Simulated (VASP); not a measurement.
Crystal: Tb.

```
Tb
1.0
    -2.01000    2.01000    2.01000
     2.01000   -2.01000    2.01000
     2.01000    2.01000   -2.01000
Tb
1
Cartesian
  0.0000 0.0000 0.0000
```

This isn't the form of Tb at room conditions, which is hcp.

Base run:

```yaml
Program: VASP 6.6.1
Functional: LDA
Potentials_or_basis: VASP PAW PBE potentials, release 64 (Tb_3), 4f in core
Cutoff: 520 eV
k_mesh: 9 × 9 × 9
Occupations: gaussian, width 0.02 eV
Spin: collinear spin, ferromagnetic start
Starting_moments: "[6.0] μB"
```

Its results: band gap on the k mesh none (metal or under the smearing width); pressure -4.5 GPa; net moment 0.00 μB per cell.

Question: The run is repeated on the same cell with these changes: functional from LDA to PBE; further incar settings from ALGO = Normal; EDIFF = 1e-06 to ALGO = Normal; EDIFF = 1.00e-07. What comes out?

Answer: Band gap on the k mesh none (metal or under the smearing width); pressure -0.2 GPa; net moment 0.56 μB per cell; site moments Tb +0.39 μB.

Caveats: the magnetic or orbital state may not be the lowest; spin-orbit coupling is left out, which moves the levels of the heavy elements; the 4f electrons are frozen in the core as for a trivalent ion, so they carry no moment and show no levels; the PAW data sets were made with another functional, which shifts forces and pressure a little (some runs); ASE's xc='lda' writes no GGA tag, so the PBE potentials set the functional and the run is PBE (some runs).
